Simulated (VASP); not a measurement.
# Mg (P6/mmm) in VASP: a series of runs

The runs below take Mg through single point, with r2SCAN.

All numbers are computed with VASP 6.6.1; they aren't measurements. Logs are shortened: lines on timing, memory, paths and dates and some standing lists are left out, and cuts for length are marked.

### 1 The structure

Symmetry: P6/mmm, No. 191, hexagonal system. Conventional cell: a = 3.050 Å, b = 3.050 Å, c = 3.045 Å, α = 90.00°, β = 90.00°, γ = 120.00°. Mg (site symmetry 6/mmm) has 8 Mg at 3.04 to 3.05 Å as nearest neighbours.

This isn't the form of Mg at room conditions, which is hcp.

### 2 Single point, r2SCAN

INCAR

```
ADDGRID = False
ALGO = Normal
EDIFF = 1E-6
ENCUT = 900
ISIF = 2
ISMEAR = 1
LASPH = True
LCHARG = False
LMIXTAU = True
LREAL = False
LWAVE = False
METAGGA = R2SCAN
NELM = 100
PREC = Accurate
SIGMA = 0.2
```

KPOINTS

```
k-points
0
Gamma
  11 11 9
```

POSCAR

```
Mg
1.0
    3.1430880000     -0.0084060000     -0.0278050000
   -1.5788240000      2.6046760000      0.0276970000
   -0.0277550000      0.0158990000      3.0020770000
Mg
1
Direct
   -0.0144770000      0.0117080000      0.0082640000
```

Potentials or basis: VASP PAW PBE potentials, release 64 (Mg).

Started as:

```bash
$ cat potpaw_PBE.64/Mg/POTCAR > POTCAR
$ mpirun -np 1 vasp_std > vasp.out
```

OUTCAR:

```text
EDIFF = 1E-6
   ENCUT = 900
   ISIF = 2
   ISMEAR = 1
   LASPH = True
   LREAL = False
   METAGGA = R2SCAN
   NELM = 100
   PREC = Accurate

 Found    545 irreducible k-points:

 Following reciprocal coordinates:
            Coordinates               Weight
  0.000000  0.000000  0.000000      1.000000
  0.090909  0.000000 -0.000000      2.000000
  0.181818  0.000000 -0.000000      2.000000
  0.272727  0.000000  0.000000      2.000000
  0.363636  0.000000 -0.000000      2.000000
  0.454545  0.000000  0.000000      2.000000
   k-points           NKPTS =    545   k-points in BZ     NKDIM =    545   number of bands    NBANDS=      5
   number of dos      NEDOS =    301   number of ions     NIONS =      1
   total plane-waves  NPLWV =  28800
   dimension x,y,z NGX =    32 NGY =   30 NGZ =   30
   dimension x,y,z NGXF=    64 NGYF=   60 NGZF=   60
   ions per type =               1
   NGX,Y,Z   is equivalent  to a cutoff of  16.92, 16.37, 16.61 a.u.
   NGXF,Y,Z  is equivalent  to a cutoff of  33.85, 32.75, 33.22 a.u.
 SYSTEM =  unknown system
   PREC   = accura    normal or accurate (medium, high low for compatibility)
   ISTART =      0    job   : 0-new  1-cont  2-samecut
   ICHARG =      2    charge: 1-file 2-atom 10-const
   ISPIN  =      1    spin polarized calculation?
   LNONCOLLINEAR =      F non collinear calculations
   LSORBIT =      F    spin-orbit coupling
   LASPH  =      T    aspherical Exc in radial PAW
   ENCUT  =  900.0 eV  66.15 Ry    8.13 a.u.   7.69  7.45  7.34*2*pi/ulx,y,z
   NELM   =    100;   NELMIN=  2; NELMDL= -5     # of ELM steps
   EDIFF  = 0.1E-05   stopping-criterion for ELM
   LREAL  =      F    real-space projection
   EDIFFG = 0.1E-04   stopping-criterion for IOM
   NSW    =      0    number of steps for IOM
   IBRION =     -1    ionic relax: 0-MD 1-quasi-New 2-CG
   NFREE  =      0    steps in history (QN), initial steepest desc. (CG)
   ISIF   =      2    stress and relaxation
   ISYM   =      2    0-nonsym 1-usesym 2-fastsym
   POTIM  = 0.5000    time-step for ionic-motion
   TEBEG  =    0.0;   TEEND  =   0.0 temperature during run
   PSTRESS=    0.0 pullay stress
   NELECT =       2.0000    total number of electrons
   NUPDOWN=      -1.0000    fix difference up-down
   EMIN   =  10.00;   EMAX   =-10.00  energy-range for DOS
   EFERMI =   0.00;   METHOD = LEGACY
   ISMEAR =     1;   SIGMA  =   0.20  broadening in eV -4-tet -1-fermi 0-gaus
   EFERMI_NEDOS =   21; number of points for ismear=-14 and -15
   IALGO  =     38    algorithm
   IMIX   =      4    mixing-type and parameters
     AMIX     =   0.40;   BMIX     =  1.00
     AMIX_MAG =   1.60;   BMIX_MAG =  1.00
  volume/ion in A,a.u.               =      24.53       165.57
  Fermi-wavevector in a.u.,A,eV,Ry     =   0.709836  1.341396  6.855535  0.503868
  Thomas-Fermi vector in A             =   1.796524
   LORBIT       =      0    0 simple, 1 ext, 2 COOP (PROOUT), +10 PAW based schemes
   METAGGA = R2SCAN    functional components
   LHFCALC =     F    Hartree Fock is set to
   AEXX    =    0.0000 exact exchange contribution
   IVDW    =     0    specifies the selected vdW correction
   LEPSILON=     F    determine dielectric tensor
   LRPA    =     F    only Hartree local field effects (RPA)
 non-spin polarized calculation
 Methfessel and Paxton  Order N= 1 SIGMA  =   0.20
  energy-cutoff  :      900.00
  volume of cell :       24.53
 maximum number of plane-waves:      1534
   NGX = 15   NGY = 15   NGZ = 15

 number of electron       2.0000000 magnetization

 Free energy of the ion-electron system (eV)
  ---------------------------------------------------
  ext. energy  EPLUGINS =         0.00000000
  ---------------------------------------------------
  free energy    TOTEN  =        -3.86312671 eV

  energy without entropy =       -3.86193593  energy(sigma->0) =       -3.86272978

 E-fermi :   2.2764     XC(G=0):  -8.8373

 val. band max:        2.2760621660   @ k =   0.3636   0.1818   0.1111
 cond. band min:       2.2871282718   @ k =  -0.3636  -0.3636   0.1111
 fundamental gap:      0.0110661058
 Fermi energy:         2.2763737414

 k-point     1 :       0.0000    0.0000    0.0000
  band No.  band energies     occupation
      1      -4.8343      2.00000
      2      11.0950      0.00000
      3      12.2534      0.00000
      4      14.8994      0.00000
      5      16.1145      0.00000

 k-point     2 :       0.0909    0.0000   -0.0000
  band No.  band energies     occupation
      1      -4.6490      2.00000
      2      10.9506      0.00000
      3      12.4075      0.00000
      4      12.8635      0.00000
      5      14.6755      0.00000

 k-point     3 :       0.1818    0.0000   -0.0000
  band No.  band energies     occupation
      1      -4.0951      2.00000
      2       9.1848      0.00000
      3      11.6825      0.00000
      4      12.8704      0.00000
      5      13.5274      0.00000

 k-point     4 :       0.2727    0.0000    0.0000
  band No.  band energies     occupation
      1      -3.1786      2.00000
      2       6.4751      0.00000
      3      11.5135      0.00000
      4      12.6614      0.00000
      5      13.6393      0.00000

 k-point     5 :       0.3636    0.0000   -0.0000
  band No.  band energies     occupation
      1      -1.9106      2.00000
      2       3.9412     -0.00000
      3      11.3377      0.00000
      4      12.0472      0.00000
      5      14.7099      0.00000

 k-point     6 :       0.4545    0.0000    0.0000
  band No.  band energies     occupation
      1      -0.3215      2.00000
      2       1.7111      2.00048
      3      11.2268      0.00000
      4      11.7059      0.00000
      5      16.0347      0.00000

 [... further k-points ...]
[... 5 lines left out ...]
  --------------------------------------------------------------------------------------
  -------------------------------------------------------------------------------------
  Total       -0.1033385      0.0439484      0.1708788      0.0168896      0.0498800     -0.0647559
  in kB       -6.7482739      2.8699469     11.1588386      1.1029376      3.2572947     -4.2287283
  external PRESSURE =       2.4268372 kB  Pullay stress =       0.0000000 kB

 VOLUME and BASIS-vectors are now :
 -----------------------------------------------------------------------------
  energy-cutoff  :      900.00
  volume of cell :       24.53
      direct lattice vectors                 reciprocal lattice vectors
     3.143088000 -0.008406000 -0.027805000     0.318692044  0.193154686  0.001923445
    -1.578824000  2.604676000  0.027697000     0.001010546  0.384559010 -0.002027282
    -0.027755000  0.015899000  3.002077000     0.002942377 -0.001758937  0.333139234

 POSITION                                       TOTAL-FORCE (eV/Angst)
 -----------------------------------------------------------------------------------
      3.07887      0.02234     -0.00227        -0.000000      0.000000     -0.000000
 -----------------------------------------------------------------------------------
    total drift:                               -0.000000     -0.000001     -0.000002

  FREE ENERGIE OF THE ION-ELECTRON SYSTEM (eV)
  ---------------------------------------------------
  free  energy   TOTEN  =        -3.8631267092 eV

  energy  without entropy=       -3.8619359280  energy(sigma->0) =       -3.86272978
```

It took 3.7 min on 1 thread of Intel Xeon 6975P-C (Granite Rapids), shared host; peak memory 0.33 GiB.

These settings aren't checked as converged: the numbers below hold their error.

Results:

- Free energy: -3.8631 eV
- Pressure: 0.2 GPa
- Band gap on the k mesh: none (metal or under the smearing width)

Caveat: the PAW data sets were made with another functional, which shifts forces and pressure a little.

### 3 Single point, r2SCAN

This run uses another cell than the first one, of the same volume but with other edges.

Changes to INCAR since step 2:

```diff
@@ -3,3 +3,3 @@
 EDIFF = 1E-6
-ENCUT = 900
+ENCUT = 500
 ISIF = 2
```

KPOINTS

```
k-points
0
Gamma
  15 15 13
```

POSCAR

```
Mg
1.0
    3.0502998005      0.0000000000      0.0000000000
   -1.5251499003      2.6416371164      0.0000000000
    0.0000000000      0.0000000000      3.0448375700
Mg
1
Direct
    0.0000000000      0.0000000000      0.0000000000
```

Potentials or basis: VASP PAW PBE potentials, release 64 (Mg).

Started as:

```bash
$ cat potpaw_PBE.64/Mg/POTCAR > POTCAR
$ mpirun -np 1 vasp_std > vasp.out
```

It took 31 s on 1 thread of Intel Xeon 6975P-C (Granite Rapids), shared host; peak memory 0.16 GiB.

The run converged, but some of its settings lie outside the range that counts as converged, so its numbers aren't taken as properties of the crystal.

Results:

| Property | Result |
| --- | --- |
| Free energy | -3.8712 eV |
| Pressure | 0.4 GPa |
| Band gap on the k mesh | none (metal or under the smearing width) |

Caveat: the PAW data sets were made with another functional, which shifts forces and pressure a little.
